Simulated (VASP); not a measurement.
# BP (F-43m) in VASP: a series of runs

Runs on BP. Level: PBE. Tasks: G0W0 quasiparticle levels.

Everything below comes from runs of VASP 6.6.1. Logs are shortened: lines on timing, memory, paths and dates and some standing lists are left out, and cuts for length are marked.

### Step 1. The crystal as given

Symmetry: F-43m, No. 216, cubic system. The conventional cell has a = 4.538 Å, b = 4.538 Å, c = 4.538 Å, α = 90.00°, β = 90.00°, γ = 90.00°. P (site symmetry -43m) is surrounded by 4 B at 1.97 Å. Around B (site symmetry -43m) lie 4 P at 1.97 Å.

### Step 2. G0W0 quasiparticle levels, PBE

File POSCAR:

```
BP
1.0
    0.0000000000      2.2690000000      2.2690000000
    2.2690000000      0.0000000000      2.2690000000
    2.2690000000      2.2690000000      0.0000000000
P B
1 1
Direct
    0.7500000000      0.7500000000      0.7500000000
    0.0000000000      0.0000000000      0.0000000000
```

File INCAR.step1:

```
SYSTEM = BP
PREC     = Accurate       ! precision mode
ENCUT    = 450            ! plane-wave cutoff, eV
EDIFF    = 1E-8           ! SCF threshold, eV
ISMEAR   = 0              ! smearing method
SIGMA    = 0.01           ! smearing width, eV
LREAL    = .FALSE.        ! projectors in reciprocal space
LASPH    = .TRUE.         ! aspherical terms in the spheres
NELM     = 100            ! most SCF steps
ALGO     = Normal         ! electronic algorithm
LWAVE    = .TRUE.         ! write WAVECAR
LCHARG   = .FALSE.        ! write CHGCAR
GGA      = PE             ! functional
```

File INCAR.step2:

```
SYSTEM = BP
PREC     = Accurate       ! precision mode
ENCUT    = 450            ! plane-wave cutoff, eV
EDIFF    = 1E-8           ! SCF threshold, eV
ISMEAR   = 0              ! smearing method
SIGMA    = 0.01           ! smearing width, eV
LREAL    = .FALSE.        ! projectors in reciprocal space
LASPH    = .TRUE.         ! aspherical terms in the spheres
NELM     = 1              ! most SCF steps
ALGO     = Exact          ! electronic algorithm
LWAVE    = .TRUE.         ! write WAVECAR
LCHARG   = .FALSE.        ! write CHGCAR
GGA      = PE             ! functional
NBANDS   = 16             ! bands
LOPTICS  = .TRUE.         ! frequency-dependent dielectric function
ISTART   = 1
```

File INCAR.step3:

```
SYSTEM = BP
PREC     = Accurate       ! precision mode
ENCUT    = 450            ! plane-wave cutoff, eV
EDIFF    = 1E-8           ! SCF threshold, eV
ISMEAR   = 0              ! smearing method
SIGMA    = 0.01           ! smearing width, eV
LREAL    = .FALSE.        ! projectors in reciprocal space
LASPH    = .TRUE.         ! aspherical terms in the spheres
ALGO     = EVGW0          ! electronic algorithm
LWAVE    = .FALSE.        ! write WAVECAR
LCHARG   = .FALSE.        ! write CHGCAR
GGA      = PE             ! functional
NELMGW   = 1            
NBANDS   = 16             ! bands
ENCUTGW  = 50             ! cutoff of the response function
NOMEGA   = 48             ! frequency points
PRECFOCK = Fast         
ISTART   = 1            
NBANDSGW = 12
```

File KPOINTS:

```
regular mesh
0
G
  3 3 3
  0 0 0
```

Potentials or basis: VASP PAW PBE potentials, release 64 (P_GW, B_GW).

Started as:

```
$ cat potpaw_PBE.64/P_GW/POTCAR potpaw_PBE.64/B_GW/POTCAR > POTCAR
$ cp INCAR.step1 INCAR
$ mpirun -np 1 vasp_std > vasp.out
$ cp INCAR.step2 INCAR
$ mpirun -np 1 vasp_std > vasp.out
$ cp INCAR.step3 INCAR
$ mpirun -np 1 vasp_std > vasp.out
```

OUTCAR:

```text
SYSTEM = BP
   PREC = Accurate
   ENCUT = 450
   EDIFF = 1E-8
   ISMEAR = 0
   LREAL = .FALSE.
   LASPH = .TRUE.
   GGA = PE
   NELMGW = 1
   ENCUTGW = 50
   PRECFOCK = Fast
   ISTART = 1

 Found      4 irreducible k-points:

 Following reciprocal coordinates:
            Coordinates               Weight
  0.000000  0.000000  0.000000      1.000000
  0.333333  0.000000  0.000000      8.000000
  0.333333  0.333333  0.000000      6.000000
 -0.333333  0.333333  0.000000     12.000000
   k-points           NKPTS =      4   k-points in BZ     NKDIM =     27   number of bands    NBANDS=     16
   number of dos      NEDOS =    301   number of ions     NIONS =      2
   total plane-waves  NPLWV =  13824
   dimension x,y,z NGX =    24 NGY =   24 NGZ =   24
   dimension x,y,z NGXF=    48 NGYF=   48 NGZF=   48
   ions per type =               1   1
   NGX,Y,Z   is equivalent  to a cutoff of  12.43, 12.43, 12.43 a.u.
   NGXF,Y,Z  is equivalent  to a cutoff of  24.87, 24.87, 24.87 a.u.
 SYSTEM =  BP
   PREC   = accura    normal or accurate (medium, high low for compatibility)
   ISTART =      1    job   : 0-new  1-cont  2-samecut
   ICHARG =      0    charge: 1-file 2-atom 10-const
   ISPIN  =      1    spin polarized calculation?
   LNONCOLLINEAR =      F non collinear calculations
   LSORBIT =      F    spin-orbit coupling
   LASPH  =      T    aspherical Exc in radial PAW
   ENCUT  =  450.0 eV  33.07 Ry    5.75 a.u.   5.55  5.55  5.55*2*pi/ulx,y,z
   NELM   =     60;   NELMIN=  2; NELMDL=  0     # of ELM steps
   EDIFF  = 0.1E-07   stopping-criterion for ELM
   LREAL  =      F    real-space projection
   EDIFFG = 0.1E-06   stopping-criterion for IOM
   NSW    =      0    number of steps for IOM
   IBRION =     -1    ionic relax: 0-MD 1-quasi-New 2-CG
   NFREE  =      0    steps in history (QN), initial steepest desc. (CG)
   ISIF   =      0    stress and relaxation
   ISYM   =      3    0-nonsym 1-usesym 2-fastsym
   POTIM  = 0.5000    time-step for ionic-motion
   TEBEG  =    0.0;   TEEND  =   0.0 temperature during run
   PSTRESS=    0.0 pullay stress
   NELECT =       8.0000    total number of electrons
   NUPDOWN=      -1.0000    fix difference up-down
   EMIN   =  10.00;   EMAX   =-10.00  energy-range for DOS
   EFERMI =   0.00;   METHOD = LEGACY
   ISMEAR =     0;   SIGMA  =   0.01  broadening in eV -4-tet -1-fermi 0-gaus
   EFERMI_NEDOS =   21; number of points for ismear=-14 and -15
   IALGO  =     38    algorithm
   IMIX   =      4    mixing-type and parameters
     AMIX     =   0.40;   BMIX     =  1.00
     AMIX_MAG =   1.60;   BMIX_MAG =  1.00
  volume/ion in A,a.u.               =      11.68        78.83
  Fermi-wavevector in a.u.,A,eV,Ry     =   1.145320  2.164342 17.847562  1.311759
  Thomas-Fermi vector in A             =   2.282009
   LORBIT       =      0    0 simple, 1 ext, 2 COOP (PROOUT), +10 PAW based schemes
   GGA     = PE    functional components
   LHFCALC =     T    Hartree Fock is set to
   PRECFOCK=fast      Normal, Fast or Accurate (Low or Medium for compatibility)
   ENCUT4O =  -1.0   cutoff for four orbital integrals eV
   NKREDX  =     1    reduce k-point grid by
   NKREDY  =     1    reduce k-point grid by
   NKREDZ  =     1    reduce k-point grid by
   AEXX    =    1.0000 exact exchange contribution
   HFSCREEN=    0.0000 screening length (either q_TF or 0.3 A-1)
   HFSCREENC=   0.0000 screening length for correlation (either q_TF or 0.3 A-1)
   ENCUTFOCK=  -1.0 apply spherical cutoff to Coloumb kernel
   IVDW    =     0    specifies the selected vdW correction
   LEPSILON=     F    determine dielectric tensor
   LRPA    =     F    only Hartree local field effects (RPA)
   LRPAFORCE           =     F    calculate RPA forces
   ENCUTGW             =  50.0    cutoff for response function in eV
   ENCUTGWSOFT         =  40.0    soft cutoff for Coulomb kernel in GW response function in eV
   ENCUTLF             =  -1.0    cutoff for local field effects
   NELMGW              =     1    number of iterations in solving QP/BSE equation
   NELMHF              =     1    number of iterations in the inner HF iteration
   NKREDLFX            =     1    NKREDLFY  =   1   NKREDLFZ  =   1
 non-spin polarized calculation
 Gauss-broadening in eV      SIGMA  =   0.01
  energy-cutoff  :      450.00
  volume of cell :       23.36
 maximum number of plane-waves:       531
 NGX is ok and might be reduce to    24
  NGX = 14; NGY = 14; NGZ = 14
   NGX = 11   NGY = 11   NGZ = 11
 maximum number of plane-waves:        22
 NGX is ok and might be reduce to    10

 QP shifts <psi_nk| G(iteration)W_0 |psi_nk>: iteration 1
 for sc-GW calculations column KS-energies equals QP-energies in previous step
 and V_xc(KS)=  KS-energies - (<T + V_ion + V_H > + <T+V_H+V_ion>^1  + <V_x>^1)

 k-point   1 :       0.0000    0.0000    0.0000
  band No.  KS-energies  QP-energies   sigma(KS)   V_xc(KS)     V^pw_x(r,r')   Z            occupation Imag(sigma)

      1      -8.2562      -8.4664     -12.3285     -12.0443     -20.4104       0.7398       2.0000       1.6199
      2       7.2423       7.7099     -12.7455     -13.3323     -15.6940       0.7969       2.0000       0.0867
      3       7.2423       7.7099     -12.7455     -13.3323     -15.6940       0.7969       2.0000       0.0867
      4       7.2423       7.7099     -12.7455     -13.3323     -15.6940       0.7969       2.0000       0.0867
      5      10.5996      11.7748     -10.5724     -12.0587      -6.6990       0.7907       0.0000      -0.1033
      6      10.5996      11.7748     -10.5724     -12.0587      -6.6990       0.7907       0.0000      -0.1033
      7      10.5996      11.7748     -10.5724     -12.0587      -6.6990       0.7907       0.0000      -0.1033
      8      14.6211      15.9270     -11.0700     -12.7388      -5.8616       0.7826       0.0000      -0.2519
      9      18.7364      19.4510      -8.4480      -9.3455      -3.2088       0.7962       0.0000      -0.4404
     10      19.2001      20.8650      -9.6224     -11.7529      -4.8887       0.7814       0.0000      -0.2777
     11      19.2001      20.8650      -9.6224     -11.7529      -4.8887       0.7814       0.0000      -0.2777
     12      22.8563      24.1509      -8.2508      -9.8669      -2.7229       0.8011       0.0000      -0.7843

 k-point   2 :       0.3333    0.0000    0.0000
  band No.  KS-energies  QP-energies   sigma(KS)   V_xc(KS)     V^pw_x(r,r')   Z            occupation Imag(sigma)
[... 33 lines left out ...]
      1      -3.8247      -3.8619     -12.7640     -12.7142     -19.3027       0.7472       2.0000       0.7865
      2      -0.6121      -0.7201     -12.6559     -12.5124     -17.8964       0.7524       2.0000       0.4242
      3       0.8718       0.7821     -11.7479     -11.6314     -15.7545       0.7691       2.0000       0.2441
      4       4.1665       4.3490     -12.4608     -12.6946     -16.0028       0.7806       2.0000       0.1305
      5       9.8351      10.7321      -9.7916     -10.9091      -5.8143       0.8026       0.0000      -0.0987
      6      15.4335      16.7232      -9.9552     -11.5956      -5.2861       0.7862       0.0000      -0.2280
      7      15.7422      17.3237     -10.3282     -12.3392      -5.3371       0.7864       0.0000      -0.2915
      8      16.9753      18.4794     -10.5438     -12.4877      -5.3046       0.7738       0.0000      -0.3305
      9      17.6280      19.1274     -10.2192     -12.1376      -5.1107       0.7815       0.0000      -0.3245
     10      18.8698      20.3345      -9.5396     -11.3649      -4.7725       0.8024       0.0000      -0.3618
     11      25.9044      27.7177      -9.7105     -12.0791      -3.4867       0.7656       0.0000      -0.9208
     12      27.2862      28.8004      -8.2491     -10.1504      -2.6179       0.7964       0.0000      -0.9986
```

OUTCAR.step1:

```text
SYSTEM = BP
   PREC = Accurate
   ENCUT = 450
   EDIFF = 1E-8
   ISMEAR = 0
   LREAL = .FALSE.
   LASPH = .TRUE.
[... 151 lines left out ...]
      3.40350      3.40350      3.40350        -0.000000     -0.000000      0.000000
      0.00000      0.00000      0.00000         0.000000      0.000000     -0.000000
 -----------------------------------------------------------------------------------
    total drift:                               -0.000000     -0.000000     -0.000000

  FREE ENERGIE OF THE ION-ELECTRON SYSTEM (eV)
  ---------------------------------------------------
  free  energy   TOTEN  =       -12.2920936089 eV

  energy  without entropy=      -12.2920936089  energy(sigma->0) =      -12.29209361
```

OUTCAR.step2:

```text
SYSTEM = BP
   PREC = Accurate
   ENCUT = 450
   EDIFF = 1E-8
[... 518 lines left out ...]
  --------------------------------------------------------------------------------------------------------------
     0.00000    18.77928    18.77928    18.77928     0.00000     0.00000     0.00000
     0.55115    19.01437    19.01437    19.01437     0.00000     0.00000     0.00000
     1.10230    19.78011    19.78011    19.78011     0.00000     0.00000     0.00000
     1.65345    21.27804    21.27804    21.27804     0.00000     0.00000     0.00000
     2.20460    24.09259    24.09259    24.09259     0.00000     0.00000     0.00000
     2.75575    30.53543    30.53543    30.53543     0.00000     0.00000     0.00000
[... 92 lines left out ...]
    54.01279     0.79482     0.79482     0.79482    -0.00000    -0.00000    -0.00000
    54.56395     0.79910     0.79910     0.79910    -0.00000    -0.00000    -0.00000
```

It used 8.9 s of CPU time on 1 thread of Intel(R) Xeon(R) Platinum 8559C (Emerald Rapids), with other jobs on the host, which was overloaded at the time.

The run converged, but some of its settings lie outside the range that counts as converged, so its numbers aren't taken as properties of the crystal.

What came out:

| Quantity | Value |
| --- | --- |
| Band gap on the k mesh, mean-field level | 1.34 eV, indirect (least direct gap 3.36 eV) |
| Quasiparticle gap | 1.72 eV |
| Least direct quasiparticle gap | 4.06 eV |

Caveat: the k mesh is coarse (spacing up to 0.80 Å⁻¹), so the values aren't converged; bands, screening cutoff and mesh are small and nothing is extrapolated, so the quasiparticle values aren't converged; an odd mesh through Γ misses points on the zone boundary, where band edges often lie.

(Continued in part 2 of 4.)
